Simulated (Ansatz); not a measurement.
NaCl built on the rocksalt prototype, relaxed with r2SCAN in Ansatz 0.2.0: it is cubic, Fm-3m (No. 225); conventional cell a = 5.605 Å, 22.02 Å³ an atom. Around Na lie 6 Cl at 2.80 Å; around Cl lie 6 Na at 2.80 Å. It was then strained (epitaxial in the plane normal to [111]), atoms relaxed again within the symmetry left. Unstrained, HSE06 gives 6.559 eV (Γ, 6×6×6 mesh), and the band edges keep their places in every row. The normal direction was relaxed to zero stress. Only one sign of strain is shown, since it lowers the symmetry, and equivalent edge states can then move with another slope on the other side. Stress is positive in compression. Calculated for a static, non-magnetic cell.

Axes as in this cell:
```yaml
crystal:
  lattice:
    - [0.00000, 2.80270, 2.80270]
    - [2.80270, 0.00000, 2.80270]
    - [2.80270, 2.80270, 0.00000]
  atoms:
    - { symbol: Na, position: [0.00000, 0.00000, 0.00000] }
    - { symbol: Cl, position: [0.50000, 0.50000, 0.50000] }
```

```tsv
strain (%)	ε	ΔE_g, HSE06 (eV)	Δin-plane stress (σ_xx − σ_xy), r2SCAN (GPa)	Δ(G0W0@PBE gap on 4×4×4)
+0.5	+0.0050	-0.049	-0.24	-0.048
+1.0	+0.0100	-0.099	-0.49	-0.096
+2.0	+0.0200	-0.195	-0.93	-0.192
+4.0	+0.0400	-0.382	-1.72	-0.378
```

**Fit ΔE_g = a x + b x² to these rows by least squares, with x = ε.** The normal equations take Σx² = 2.125e-03, Σx³ = 7.313e-05, Σx⁴ = 2.731e-06, ΣxΔE = -2.041e-02 and Σx²ΔE = -7.003e-04, and give a = -9.96 eV, b = +10.2 eV; the largest residual is 0.001 eV.

**Fit the change of in-plane stress (σ_xx − σ_xy) in the same way.** Δin-plane stress (σ_xx − σ_xy) = -50.2 x + (180) x² GPa. The slope, 50 GPa, is the biaxial modulus of the film.

**Predict the withheld row at +3.0 % (x = +0.0300).** ΔE_g ≈ -9.96 × (+0.0300) + (10.2) × (+0.0300)² = -0.290 eV, and Δin-plane stress (σ_xx − σ_xy) ≈ -1.34 GPa. The runs give -0.289 eV and -1.34 GPa, off by +0.001 eV and 0.00 GPa.

**Fit the last column too (unstrained value 7.959 eV), and predict it for the withheld row.** Δ = -9.70 x + (6.3) x² eV, which gives -0.285 eV at x = +0.0300; the run gives -0.286 eV. Its slope is 0.97 of HSE06's. G0W0 here is at a finite number of bands, screening cutoff and k mesh, not at the basis limit.

The meshes of the hybrids are coarse, so their gaps aren't converged to the digits shown.
